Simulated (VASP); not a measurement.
# Rh (Fm-3m) in VASP: a series of runs, part 2 of 2

VASP 6.6.1. The steps go on from the part before.

### Step 4. Equation of state, PBEsol, 13.40 Å³/atom (volume scaled by 0.98)

INCAR reads:

```
SYSTEM = Rh
  PREC = Accurate
  ENCUT = 520
  EDIFF = 1E-7
  ISMEAR = -1
  SIGMA = 0.05
  LREAL = .False.
  LASPH = .True.
  NELM = 100
  ALGO = Normal
  ISIF = 2
  LWAVE = .False.
  LCHARG = .False.
  GGA = PS
  NBANDS = 14
```

KPOINTS reads:

```
Automatic mesh
0
Gamma
  12 12 12
  0 0 0
```

POSCAR reads:

```
Rh
1.0
    0.0000000000      1.8851123679      1.8851123679
    1.8851123679      0.0000000000      1.8851123679
    1.8851123679      1.8851123679      0.0000000000
Rh
1
Direct
    0.0000000000      0.0000000000      0.0000000000
```

On the command line:

```sh
$ cat potpaw_PBE.64/Rh_pv/POTCAR > POTCAR
$ mpirun -np 1 vasp_std > vasp.out
```

Wall time 12 s (1 thread of Intel Xeon Platinum 8375C at 2.90GHz (Ice Lake), shared host); peak memory 0.13 GiB.

Results (log left out):

| Property | Result |
| --- | --- |
| Free energy | -8.1457 eV |
| Pressure | 2.1 GPa |
| Band gap on the k mesh | none (metal or under the smearing width) |

Caveat: the PAW data sets were made with another functional, which shifts forces and pressure a little.

### Step 5. Equation of state, PBEsol, 13.94 Å³/atom (volume scaled by 1.02)

INCAR is that of step 4.

KPOINTS is that of step 4.

POSCAR reads:

```
Rh
1.0
    0.0000000000      1.9104189093      1.9104189093
    1.9104189093      0.0000000000      1.9104189093
    1.9104189093      1.9104189093      0.0000000000
Rh
1
Direct
    0.0000000000      0.0000000000      0.0000000000
```

On the command line:

```sh
$ cat potpaw_PBE.64/Rh_pv/POTCAR > POTCAR
$ mpirun -np 1 vasp_std > vasp.out
```

Run time: 18 s. Hardware: 1 thread of Intel Xeon Platinum 8375C at 2.90GHz (Ice Lake), shared host; peak memory 0.13 GiB.

It converged, with:

| Property | Result |
| --- | --- |
| Free energy | -8.1335 eV |
| Pressure | -9.0 GPa |
| Band gap on the k mesh | none (metal or under the smearing width) |

Caveat: the PAW data sets were made with another functional, which shifts forces and pressure a little.

### Step 6. Equation of state, PBEsol, 14.22 Å³/atom (volume scaled by 1.04)

INCAR is that of step 5.

KPOINTS is that of step 5.

POSCAR reads:

```
Rh
1.0
    0.0000000000      1.9228245745      1.9228245745
    1.9228245745      0.0000000000      1.9228245745
    1.9228245745      1.9228245745      0.0000000000
Rh
1
Direct
    0.0000000000      0.0000000000      0.0000000000
```

Potentials or basis: VASP PAW PBE potentials, release 64 (Rh_pv).

On the command line:

```sh
$ cat potpaw_PBE.64/Rh_pv/POTCAR > POTCAR
$ mpirun -np 1 vasp_std > vasp.out
```

Wall time 19 s (1 thread of Intel Xeon Platinum 8375C at 2.90GHz (Ice Lake), shared host); peak memory 0.12 GiB.

It converged, with:

* Free energy: -8.1143 eV
* Pressure: -13.6 GPa
* Band gap on the k mesh: none (metal or under the smearing width)

Caveat: the PAW data sets were made with another functional, which shifts forces and pressure a little.

### Step 7. Equation of state, PBEsol, 14.49 Å³/atom (volume scaled by 1.06)

INCAR is that of step 6.

KPOINTS is that of step 6.

POSCAR reads:

```
Rh
1.0
    0.0000000000      1.9350721950      1.9350721950
    1.9350721950      0.0000000000      1.9350721950
    1.9350721950      1.9350721950      0.0000000000
Rh
1
Direct
    0.0000000000      0.0000000000      0.0000000000
```

On the command line:

```sh
$ cat potpaw_PBE.64/Rh_pv/POTCAR > POTCAR
$ mpirun -np 1 vasp_std > vasp.out
```

It took 13 s on 1 thread of Intel Xeon Platinum 8375C at 2.90GHz (Ice Lake), shared host; peak memory 0.13 GiB.

The run converged. Its results:

| Quantity | Value |
| --- | --- |
| Free energy | -8.0878 eV |
| Pressure | -17.7 GPa |
| Band gap on the k mesh | none (metal or under the smearing width) |

Caveat: the PAW data sets were made with another functional, which shifts forces and pressure a little.

### Step 8. Equation of state, PBEsol

This step only gathers the single runs of the series.

Results:

```
Equilibrium volume                      : 13.50 Å³/atom
Bulk modulus                            : 296 GPa
Pressure derivative of the bulk modulus : 5.2
```

Energy against volume, from the lowest point:
| volume (Å³/atom) | energy (meV/atom) |
| --- | --- |
| 12.851 | 30.89 |
| 13.125 | 9.38 |
| 13.398 | 0.00 |
| 13.671 | 1.36 |
| 13.945 | 12.19 |
| 14.218 | 31.38 |
| 14.492 | 57.91 |

Caveat: the PAW data sets were made with another functional, which shifts forces and pressure a little.

### Step 9. Equation of state, PBE, 12.85 Å³/atom (volume scaled by 0.94)

INCAR reads:

```
PREC = Accurate ; ENCUT = 520
EDIFF = 1E-7 ; ISMEAR = -1
SIGMA = 0.05 ; LREAL = F
LASPH = T ; NELM = 60
ALGO = Normal ; ISIF = 2
LWAVE = F ; LCHARG = F
GGA = PE ; NBANDS = 14
```

KPOINTS reads:

```
Automatic mesh
0
Gamma
  12 12 12
```

POSCAR reads:

```
Rh
1.0
    0.0000000000      1.8591074964      1.8591074964
    1.8591074964      0.0000000000      1.8591074964
    1.8591074964      1.8591074964      0.0000000000
Rh
1
Direct
    0.0000000000      0.0000000000      0.0000000000
```

Potentials or basis: VASP PAW PBE potentials, release 64 (Rh_pv).

On the command line:

```sh
$ cat potpaw_PBE.64/Rh_pv/POTCAR > POTCAR
$ mpirun -np 1 vasp_std > vasp.out
```

It used 6.4 s of CPU time on 1 thread of Intel(R) Xeon(R) Platinum 8559C (Emerald Rapids), with other jobs on the host, which was overloaded at the time.

Results (log left out):

| Property | Result |
| --- | --- |
| Free energy | -7.1677 eV |
| Pressure | 28.6 GPa |
| Band gap on the k mesh | none (metal or under the smearing width) |

### Step 10. Equation of state, PBE, 13.12 Å³/atom (volume scaled by 0.96)

INCAR reads:

```
ALGO = Normal
EDIFF = 1E-7
ENCUT = 520
GGA = PE
ISIF = 2
ISMEAR = -1
LASPH = True
LCHARG = False
LREAL = False
LWAVE = False
NBANDS = 14
NELM = 60
PREC = Accurate
SIGMA = 0.05
```

KPOINTS reads:

```
k-points
0
Gamma
  12 12 12
```

POSCAR reads:

```
Rh
1.0
    0.0000000000      1.8722002341      1.8722002341
    1.8722002341      0.0000000000      1.8722002341
    1.8722002341      1.8722002341      0.0000000000
Rh
1
Direct
    0.0000000000      0.0000000000      0.0000000000
```

On the command line:

```sh
$ cat potpaw_PBE.64/Rh_pv/POTCAR > POTCAR
$ mpirun -np 1 vasp_std > vasp.out
```

It used 6.3 s of CPU time on 1 thread of Intel(R) Xeon(R) Platinum 8559C (Emerald Rapids) (shared host), which was overloaded at the time.

Results (log left out):

```yaml
Free_energy: -7.2098 eV
Pressure: 20.7 GPa
Band_gap_on_the_k_mesh: none (metal or under the smearing width)
```

### Step 11. Equation of state, PBE, 13.40 Å³/atom (volume scaled by 0.98)

INCAR reads:

```
SYSTEM = Rh
PREC     = Accurate       ! precision mode
ENCUT    = 520            ! plane-wave cutoff, eV
EDIFF    = 1E-7           ! SCF threshold, eV
ISMEAR   = -1             ! smearing method
SIGMA    = 0.05           ! smearing width, eV
LREAL    = .FALSE.        ! projectors in reciprocal space
LASPH    = .TRUE.         ! aspherical terms in the spheres
NELM     = 60             ! most SCF steps
ALGO     = Normal         ! electronic algorithm
ISIF     = 2              ! what is computed and relaxed
LWAVE    = .FALSE.        ! write WAVECAR
LCHARG   = .FALSE.        ! write CHGCAR
GGA      = PE             ! functional
NBANDS   = 14             ! bands
```

KPOINTS reads:

```
Automatic mesh
0
G
  12 12 12
  0 0 0
```

POSCAR reads:

```
Rh
1.0
    0.0000000000      1.8851123679      1.8851123679
    1.8851123679      0.0000000000      1.8851123679
    1.8851123679      1.8851123679      0.0000000000
Rh
1
Direct
    0.0000000000      0.0000000000      0.0000000000
```

On the command line:

```sh
$ cat potpaw_PBE.64/Rh_pv/POTCAR > POTCAR
$ mpirun -np 1 vasp_std > vasp.out
```

It used 7.3 s of CPU time on 1 thread of Intel(R) Xeon(R) Platinum 8559C (Emerald Rapids), with other jobs on the host, which was overloaded at the time.

Results (log left out):

- Free energy: -7.2391 eV
- Pressure: 13.6 GPa
- Band gap on the k mesh: none (metal or under the smearing width)

### Step 12. Equation of state, PBE, 13.94 Å³/atom (volume scaled by 1.02)

INCAR reads:

```
  PREC = Accurate
  ENCUT = 520
  EDIFF = 1E-7
  ISMEAR = -1
  SIGMA = 0.05
  LREAL = F
  LASPH = T
  NELM = 100
  ALGO = Normal
  ISIF = 2
  LWAVE = F
  LCHARG = F
  GGA = PE
  NBANDS = 14
```

KPOINTS reads:

```
Automatic mesh
0
Gamma
  12 12 12
```

POSCAR reads:

```
Rh
1.0
    0.0000000000      1.9104189093      1.9104189093
    1.9104189093      0.0000000000      1.9104189093
    1.9104189093      1.9104189093      0.0000000000
Rh
1
Direct
    0.0000000000      0.0000000000      0.0000000000
```

Potentials or basis: VASP PAW PBE potentials, release 64 (Rh_pv).

On the command line:

```sh
$ cat potpaw_PBE.64/Rh_pv/POTCAR > POTCAR
$ mpirun -np 1 vasp_std > vasp.out
```

It used 7.7 s of CPU time on 1 thread of Intel(R) Xeon(R) Platinum 8559C (Emerald Rapids), on a shared host, which was overloaded at the time.

Results (log left out):

```yaml
Free_energy: -7.2649 eV
Pressure: 1.8 GPa
Band_gap_on_the_k_mesh: none (metal or under the smearing width)
```

### Step 13. Equation of state, PBE, 14.22 Å³/atom (volume scaled by 1.04)

INCAR reads:

```
SYSTEM = Rh
PREC = Accurate ; ENCUT = 520
EDIFF = 1E-7 ; ISMEAR = -1
SIGMA = 0.05 ; LREAL = .False.
LASPH = .True. ; NELM = 60
ALGO = Normal ; ISIF = 2
LWAVE = .False. ; LCHARG = .False.
GGA = PE ; NBANDS = 14
```

KPOINTS reads:

```
regular mesh
0
Gamma
  12 12 12
  0 0 0
```

POSCAR reads:

```
Rh
1.0
    0.0000000000      1.9228245745      1.9228245745
    1.9228245745      0.0000000000      1.9228245745
    1.9228245745      1.9228245745      0.0000000000
Rh
1
Direct
    0.0000000000      0.0000000000      0.0000000000
```

On the command line:

```sh
$ cat potpaw_PBE.64/Rh_pv/POTCAR > POTCAR
$ mpirun -np 1 vasp_std > vasp.out
```

It used 8.9 s of CPU time on 1 thread of Intel(R) Xeon(R) Platinum 8559C (Emerald Rapids) (shared host), which was overloaded at the time.

The run converged. Its results:

```yaml
Free_energy: -7.2637 eV
Pressure: -3.2 GPa
Band_gap_on_the_k_mesh: none (metal or under the smearing width)
```

### Step 14. Equation of state, PBE, 14.49 Å³/atom (volume scaled by 1.06)

INCAR reads:

```
ALGO = Normal
EDIFF = 1E-7
ENCUT = 520
GGA = PE
ISIF = 2
ISMEAR = -1
LASPH = True
LCHARG = False
LREAL = False
LWAVE = False
NBANDS = 14
NELM = 100
PREC = Accurate
SIGMA = 0.05
```

KPOINTS reads:

```
k-points
0
Gamma
  12 12 12
```

POSCAR reads:

```
Rh
1.0
    0.0000000000      1.9350721950      1.9350721950
    1.9350721950      0.0000000000      1.9350721950
    1.9350721950      1.9350721950      0.0000000000
Rh
1
Direct
    0.0000000000      0.0000000000      0.0000000000
```

On the command line:

```sh
$ cat potpaw_PBE.64/Rh_pv/POTCAR > POTCAR
$ mpirun -np 1 vasp_std > vasp.out
```

It used 8.6 s of CPU time on 1 thread of Intel(R) Xeon(R) Platinum 8559C (Emerald Rapids), with other jobs on the host, which was overloaded at the time.

It converged, with:

| Item | Value |
| --- | --- |
| Free energy | -7.2547 eV |
| Pressure | -7.5 GPa |
| Band gap on the k mesh | none (metal or under the smearing width) |

### Step 15. Equation of state, PBE

Potentials or basis: VASP PAW PBE potentials, release 64 (Rh_pv).

No new run: the results of the series are fitted here.

Results:

* Equilibrium volume: 14.04 Å³/atom
* Bulk modulus: 257 GPa
* Pressure derivative of the bulk modulus: 5.2

Energy against volume, from the lowest point:
| volume (Å³/atom) | energy (meV/atom) |
| --- | --- |
| 12.851 | 97.15 |
| 13.125 | 55.03 |
| 13.398 | 25.73 |
| 13.671 | 7.82 |
| 13.945 | 0.00 |
| 14.218 | 1.14 |
| 14.492 | 10.18 |

PBE usually gives volumes a little too large and moduli too small.

### Step 16. Against experiment

Step 8. Measured bulk modulus of Rh: 264 GPa (quoted in “Thermal equation of state of rhodium characterized by XRD in a resistively heated diamond anvil cell”, 2024, pmc:11535440). This calculation gives 296 GPa (+12.2 %). The fit is for a static lattice scaled at fixed shape and fixed fractional positions.

Step 15. Against the measured bulk modulus of Rh, 264 GPa (quoted in “Thermal equation of state of rhodium characterized by XRD in a resistively heated diamond anvil cell”, 2024, pmc:11535440), the calculated 257 GPa is off by -2.5 %. The fit is for a static lattice scaled at fixed shape and fixed fractional positions.
